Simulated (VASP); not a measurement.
# Na (P6_3/mmc) in VASP: notebook

Runs on Na. Level: PBE. Tasks: single point.

Program: VASP 6.6.1. These are calculated values, not measurements. Logs are shortened: lines on timing, memory, paths and dates and some standing lists are left out, and cuts for length are marked.

### Step 1. The structure

Symmetry: P6_3/mmc, No. 194, hexagonal system. The conventional cell has a = 3.767 Å, b = 3.767 Å, c = 6.154 Å, α = 90.00°, β = 90.00°, γ = 120.00°. Around Na (site symmetry -6m2) lie 12 Na at 3.77 Å.

This isn't the form of Na at room conditions, which is bcc.

### Step 2. Single point, PBE

Contents of INCAR:

```
SYSTEM = Na
PREC     = Accurate       ! precision mode
ENCUT    = 460            ! plane-wave cutoff, eV
EDIFF    = 1E-6           ! SCF threshold, eV
ISMEAR   = 0              ! smearing method
SIGMA    = 0.2            ! smearing width, eV
LREAL    = .FALSE.        ! projectors in reciprocal space
LASPH    = .TRUE.         ! aspherical terms in the spheres
NELM     = 100            ! most SCF steps
ALGO     = Normal         ! electronic algorithm
ISIF     = 2              ! what is computed and relaxed
LWAVE    = .FALSE.        ! write WAVECAR
LCHARG   = .FALSE.        ! write CHGCAR
GGA      = PE             ! functional
NBANDS   = 14             ! bands
ADDGRID  = .FALSE.
```

Contents of KPOINTS:

```
regular mesh
0
G
  4 4 2
  0 0 0
```

Contents of POSCAR:

```
Na
1.0
    3.7670000000      0.0000000000      0.0000000000
   -1.8835000000      3.2623176961      0.0000000000
    0.0000000000      0.0000000000      6.1540000000
Na
2
Direct
    0.6666666667      0.3333333333      0.7500000000
    0.3333333333      0.6666666667      0.2500000000
```

Potentials or basis: VASP PAW PBE potentials, release 64 (Na_pv).

Started as:

```bash
cat potpaw_PBE.64/Na_pv/POTCAR > POTCAR
mpirun -np 1 vasp_std > vasp.out
```

OUTCAR:

```text
SYSTEM = Na
   PREC = Accurate
   ENCUT = 460
   EDIFF = 1E-6
   ISMEAR = 0
   LREAL = .FALSE.
   LASPH = .TRUE.
   NELM = 100
   ISIF = 2
   GGA = PE

 Found      8 irreducible k-points:

 Following reciprocal coordinates:
            Coordinates               Weight
  0.000000  0.000000  0.000000      1.000000
  0.250000 -0.000000  0.000000      6.000000
  0.500000 -0.000000  0.000000      3.000000
  0.250000  0.250000  0.000000      6.000000
  0.000000  0.000000  0.500000      1.000000
  0.250000 -0.000000  0.500000      6.000000
   k-points           NKPTS =      8   k-points in BZ     NKDIM =      8   number of bands    NBANDS=     14
   number of dos      NEDOS =    301   number of ions     NIONS =      2
   total plane-waves  NPLWV =  37632
   dimension x,y,z NGX =    28 NGY =   28 NGZ =   48
   dimension x,y,z NGXF=    56 NGYF=   56 NGZF=   96
   ions per type =               2
   NGX,Y,Z   is equivalent  to a cutoff of  12.36, 12.36, 12.97 a.u.
   NGXF,Y,Z  is equivalent  to a cutoff of  24.71, 24.71, 25.93 a.u.
 SYSTEM =  Na
   PREC   = accura    normal or accurate (medium, high low for compatibility)
   ISTART =      0    job   : 0-new  1-cont  2-samecut
   ICHARG =      2    charge: 1-file 2-atom 10-const
   ISPIN  =      1    spin polarized calculation?
   LNONCOLLINEAR =      F non collinear calculations
   LSORBIT =      F    spin-orbit coupling
   LASPH  =      T    aspherical Exc in radial PAW
   ENCUT  =  460.0 eV  33.81 Ry    5.81 a.u.   6.59  6.59 10.76*2*pi/ulx,y,z
   NELM   =    100;   NELMIN=  2; NELMDL= -5     # of ELM steps
   EDIFF  = 0.1E-05   stopping-criterion for ELM
   LREAL  =      F    real-space projection
   EDIFFG = 0.1E-04   stopping-criterion for IOM
   NSW    =      0    number of steps for IOM
   IBRION =     -1    ionic relax: 0-MD 1-quasi-New 2-CG
   NFREE  =      0    steps in history (QN), initial steepest desc. (CG)
   ISIF   =      2    stress and relaxation
   ISYM   =      2    0-nonsym 1-usesym 2-fastsym
   POTIM  = 0.5000    time-step for ionic-motion
   TEBEG  =    0.0;   TEEND  =   0.0 temperature during run
   PSTRESS=    0.0 pullay stress
   NELECT =      14.0000    total number of electrons
   NUPDOWN=      -1.0000    fix difference up-down
   EMIN   =  10.00;   EMAX   =-10.00  energy-range for DOS
   EFERMI =   0.00;   METHOD = LEGACY
   ISMEAR =     0;   SIGMA  =   0.20  broadening in eV -4-tet -1-fermi 0-gaus
   EFERMI_NEDOS =   21; number of points for ismear=-14 and -15
   IALGO  =     38    algorithm
   IMIX   =      4    mixing-type and parameters
     AMIX     =   0.40;   BMIX     =  1.00
     AMIX_MAG =   1.60;   BMIX_MAG =  1.00
  volume/ion in A,a.u.               =      37.81       255.18
  Fermi-wavevector in a.u.,A,eV,Ry     =   0.933020  1.763153 11.844235  0.870527
  Thomas-Fermi vector in A             =   2.059678
   LORBIT       =      0    0 simple, 1 ext, 2 COOP (PROOUT), +10 PAW based schemes
   GGA     = PE    functional components
   LHFCALC =     F    Hartree Fock is set to
   AEXX    =    0.0000 exact exchange contribution
   IVDW    =     0    specifies the selected vdW correction
   LEPSILON=     F    determine dielectric tensor
   LRPA    =     F    only Hartree local field effects (RPA)
 non-spin polarized calculation
 Gauss-broadening in eV      SIGMA  =   0.20
  energy-cutoff  :      460.00
  volume of cell :       75.63
 maximum number of plane-waves:      1737
 NGX is ok and might be reduce to    28
   NGX = 13   NGY = 13   NGZ = 21

 number of electron      14.0000011 magnetization

 Free energy of the ion-electron system (eV)
  ---------------------------------------------------
  ext. energy  EPLUGINS =         0.00000000
  ---------------------------------------------------
  free energy    TOTEN  =        -2.58581170 eV

  energy without entropy =       -2.53685130  energy(sigma->0) =       -2.56133150

 E-fermi :   0.5463     XC(G=0):  -6.4517

 val. band max:        0.5130502587   @ k =   0.5000  -0.0000   0.0000
 cond. band min:       0.6217277497   @ k =   0.5000  -0.0000   0.0000
 fundamental gap:      0.1086774910
 Fermi energy:         0.5463047808

 k-point     1 :       0.0000    0.0000    0.0000
  band No.  band energies     occupation
      1     -24.6784      2.00000
      2     -24.6471      2.00000
      3     -24.6471      2.00000
      4     -24.6460      2.00000
      5     -24.6425      2.00000
      6     -24.6425      2.00000
      7      -2.9669      2.00000
      8       0.8239      0.04967
      9       1.2061      0.00000
     10      10.1426      0.00000
     11      10.1426      0.00000
     12      10.4845      0.00000
     13      10.4845      0.00000
     14      10.6357      0.00000

 k-point     2 :       0.2500   -0.0000    0.0000
  band No.  band energies     occupation
      1     -24.6725      2.00000
      2     -24.6592      2.00000
      3     -24.6548      2.00000
      4     -24.6508      2.00000
      5     -24.6485      2.00000
      6     -24.6446      2.00000
      7      -2.0611      2.00000
      8       1.6378      0.00000
      9       2.0668      0.00000
     10       4.9150      0.00000
     11       7.8781      0.00000
     12       8.0655      0.00000
     13       8.2417      0.00000
     14       9.8019      0.00000
[... 37 lines left out ...]
      1     -24.6623      2.00000
      2     -24.6623      2.00000
      3     -24.6447      2.00000
      4     -24.6447      2.00000
      5     -24.6447      2.00000
      6     -24.6447      2.00000
      7      -1.9496      2.00000
      8      -1.9496      2.00000
      9       5.7246      0.00000
     10       5.7246      0.00000
     11      10.7276      0.00000
     12      10.7276      0.00000
     13      10.7276      0.00000
     14      10.7276      0.00000

 k-point     6 :       0.2500   -0.0000    0.5000
  band No.  band energies     occupation
      1     -24.6653      2.00000
      2     -24.6653      2.00000
      3     -24.6523      2.00000
      4     -24.6523      2.00000
      5     -24.6477      2.00000
      6     -24.6477      2.00000
      7      -1.0608      2.00000
      8      -1.0608      2.00000
      9       5.6210      0.00000
     10       5.6210      0.00000
     11       6.6570      0.00000
     12       6.6570      0.00000
     13       8.9117      0.00000
     14       8.9117      0.00000

 [... further k-points ...]

------------------------ aborting loop because EDIFF is reached ----------------------------------------

  FORCE on cell =-STRESS in cart. coord.  units (eV):
  Direction    XX          YY          ZZ          XY          YZ          ZX
  --------------------------------------------------------------------------------------
  -------------------------------------------------------------------------------------
  Total        0.2192916      0.2192916     -0.6439576     -0.0000000      0.0000000      0.0000000
  in kB        4.6457224      4.6457224    -13.6423283     -0.0000000      0.0000000      0.0000000
  external PRESSURE =      -1.4502945 kB  Pullay stress =       0.0000000 kB

 VOLUME and BASIS-vectors are now :
 -----------------------------------------------------------------------------
  energy-cutoff  :      460.00
  volume of cell :       75.63
      direct lattice vectors                 reciprocal lattice vectors
     3.767000000  0.000000000  0.000000000     0.265463233  0.153265269  0.000000000
    -1.883500000  3.262317696  0.000000000     0.000000000  0.306530538  0.000000000
     0.000000000  0.000000000  6.154000000     0.000000000  0.000000000  0.162495938

 POSITION                                       TOTAL-FORCE (eV/Angst)
 -----------------------------------------------------------------------------------
      1.88350      1.08744      4.61550         0.000000      0.000000      0.000000
     -0.00000      2.17488      1.53850        -0.000000     -0.000000      0.000000
 -----------------------------------------------------------------------------------
    total drift:                                0.000000     -0.000000      0.000000

  FREE ENERGIE OF THE ION-ELECTRON SYSTEM (eV)
  ---------------------------------------------------
  free  energy   TOTEN  =        -2.5858117015 eV

  energy  without entropy=       -2.5368512966  energy(sigma->0) =       -2.56133150
```

OSZICAR:

```text
N       E                     dE             d eps       ncg     rms          rms(c)
DAV:   1     0.965783939586E+02    0.96578E+02   -0.71184E+03   224   0.884E+02
DAV:   2     0.134855239144E+01   -0.95230E+02   -0.94242E+02   230   0.262E+02
DAV:   3    -0.253376642517E+01   -0.38823E+01   -0.38758E+01   284   0.601E+01
DAV:   4    -0.258584714187E+01   -0.52081E-01   -0.52077E-01   266   0.767E+00
DAV:   5    -0.258702917434E+01   -0.11820E-02   -0.11820E-02   266   0.117E+00    0.292E-01
DAV:   6    -0.258634252005E+01    0.68665E-03   -0.10407E-03   266   0.396E-01    0.197E-01
DAV:   7    -0.258583155660E+01    0.51096E-03   -0.18446E-03   276   0.461E-01    0.222E-02
DAV:   8    -0.258581163925E+01    0.19917E-04   -0.12688E-04   284   0.191E-01    0.421E-03
DAV:   9    -0.258581170150E+01   -0.62249E-07   -0.14754E-06   174   0.187E-02
   1 F= -.25858117E+01 E0= -.25613315E+01  d E =-.489604E-01
```

stdout:

```text
POSCAR found type information on POSCAR Na
 POSCAR found :  1 types and       2 ions
 scaLAPACK will be used
 LDA part: xc-table for (Slater+PW92), standard interpolation
 POSCAR, INCAR and KPOINTS ok, starting setup
 FFT: planning ... GRIDC
 FFT: planning ... GRID_SOFT
 FFT: planning ... GRID
 WAVECAR not read
 entering main loop
```

Wall time 4.6 s (1 thread of Intel Xeon Platinum 8488C (Sapphire Rapids), shared host); peak memory 0.16 GiB.

The run converged, but some of its settings lie outside the range that counts as converged, so its numbers aren't taken as properties of the crystal.

What came out:

| Item | Value |
| --- | --- |
| Free energy | -2.5858 eV |
| Pressure | -0.1 GPa |
| Band gap on the k mesh | none (metal or under the smearing width) |

Caveat: the k mesh is coarse (spacing up to 0.51 Å⁻¹), so the values aren't converged.

### Step 3. Single point, PBE

INCAR is that of step 2.

KPOINTS is that of step 2.

Contents of POSCAR:

```
Na
1.0
    3.7670000000      0.0000000000      0.0000000000
   -1.8835000000      3.2623176961      0.0000000000
    0.0000000000      0.0000000000      6.1540000000
Na
2
Direct
    0.6607270000      0.3253030000      0.7651560000
    0.3322080000      0.6634530000      0.2738460000
```

Potentials or basis: VASP PAW PBE potentials, release 64 (Na_pv).

Started as:

```bash
cat potpaw_PBE.64/Na_pv/POTCAR > POTCAR
mpirun -np 1 vasp_std > vasp.out
```

Run time: 10 s. Hardware: 1 thread of Intel Xeon Platinum 8488C (Sapphire Rapids), shared host; peak memory 0.17 GiB.

These settings aren't checked as converged: the numbers below hold their error.

Results:

| Property | Result |
| --- | --- |
| Free energy | -2.5852 eV |
| Pressure | -0.1 GPa |
| Largest force | 0.021 eV/Å |
| Band gap on the k mesh | none (metal or under the smearing width) |

Caveat: the k mesh is coarse (spacing up to 0.51 Å⁻¹), so the values aren't converged.

### Step 4. Single point, PBE

Changes to INCAR since step 3:

```diff
@@ -2,3 +2,3 @@
 PREC     = Accurate       ! precision mode
-ENCUT    = 460            ! plane-wave cutoff, eV
+ENCUT    = 280            ! plane-wave cutoff, eV
 EDIFF    = 1E-6           ! SCF threshold, eV
```

Contents of KPOINTS:

```
regular mesh
0
G
  5 5 3
  0 0 0
```

Contents of POSCAR:

```
Na
1.0
    3.7670000000      0.0000000000      0.0000000000
   -1.8835000000      3.2623176961      0.0000000000
    0.0000000000      0.0000000000      6.1540000000
Na
2
Direct
    0.6666666667      0.3333333333      0.7500000000
    0.3333333333      0.6666666667      0.2500000000
```

Potentials or basis: VASP PAW PBE potentials, release 64 (Na_pv).

Started as:

```bash
cat potpaw_PBE.64/Na_pv/POTCAR > POTCAR
mpirun -np 1 vasp_std > vasp.out
```

OUTCAR:

```text
SYSTEM = Na
   PREC = Accurate
   ENCUT = 280
   EDIFF = 1E-6
   ISMEAR = 0
   LREAL = .FALSE.
   LASPH = .TRUE.
   NELM = 100
   ISIF = 2
   GGA = PE

 Found     10 irreducible k-points:

 Following reciprocal coordinates:
            Coordinates               Weight
  0.000000  0.000000  0.000000      1.000000
  0.200000 -0.000000  0.000000      6.000000
  0.400000 -0.000000  0.000000      6.000000
  0.200000  0.200000  0.000000      6.000000
  0.400000  0.200000  0.000000      6.000000
  0.000000  0.000000  0.333333      2.000000
   k-points           NKPTS =     10   k-points in BZ     NKDIM =     10   number of bands    NBANDS=     14
[... 182 lines left out ...]
  --------------------------------------------------------------------------------------
  -------------------------------------------------------------------------------------
  Total       -0.3163685     -0.3163685     -0.2745269      0.0000000     -0.0000000      0.0000000
  in kB       -6.7023084     -6.7023084     -5.8158893      0.0000000     -0.0000000      0.0000000
  external PRESSURE =      -6.4068354 kB  Pullay stress =       0.0000000 kB

 VOLUME and BASIS-vectors are now :
 -----------------------------------------------------------------------------
  energy-cutoff  :      280.00
  volume of cell :       75.63
      direct lattice vectors                 reciprocal lattice vectors
     3.767000000  0.000000000  0.000000000     0.265463233  0.153265269  0.000000000
    -1.883500000  3.262317696  0.000000000     0.000000000  0.306530538  0.000000000
     0.000000000  0.000000000  6.154000000     0.000000000  0.000000000  0.162495938

 POSITION                                       TOTAL-FORCE (eV/Angst)
 -----------------------------------------------------------------------------------
      1.88350      1.08744      4.61550         0.000000      0.000000      0.000000
     -0.00000      2.17488      1.53850        -0.000000      0.000000      0.000000
 -----------------------------------------------------------------------------------
    total drift:                                0.000000     -0.000000      0.000000

  FREE ENERGIE OF THE ION-ELECTRON SYSTEM (eV)
  ---------------------------------------------------
  free  energy   TOTEN  =        -2.6928660911 eV

  energy  without entropy=       -2.6763527542  energy(sigma->0) =       -2.68460942
```

stdout:

```text
POSCAR found type information on POSCAR Na
 POSCAR found :  1 types and       2 ions
 scaLAPACK will be used
 LDA part: xc-table for (Slater+PW92), standard interpolation
 POSCAR, INCAR and KPOINTS ok, starting setup
 FFT: planning ... GRIDC
 FFT: planning ... GRID_SOFT
 FFT: planning ... GRID
 WAVECAR not read
 entering main loop
```

Wall time 3.2 s (1 thread of Intel Xeon Platinum 8488C (Sapphire Rapids), shared host); peak memory 0.13 GiB.

These settings aren't checked as converged: the numbers below hold their error.

What came out:

| Property | Result |
| --- | --- |
| Free energy | -2.6929 eV |
| Band gap on the k mesh | none (metal or under the smearing width) |

Caveat: the k mesh is coarse (spacing up to 0.39 Å⁻¹), so the values aren't converged; the cutoff is under 1.25 times the usual one of these potentials, so pressure, stress and relaxed cells hold a basis-set (Pulay) error.

### Step 5. For comparison

An earlier run on the cell as given: functional PBE; potentials or basis VASP PAW PBE potentials, release 64 (Na_pv); cutoff 520 eV; k mesh 8 × 8 × 5; occupations fermi-dirac, width 0.05 eV; no spin polarisation.

* Pressure: -0.2 GPa
* Band gap on the k mesh: none (metal or under the smearing width)
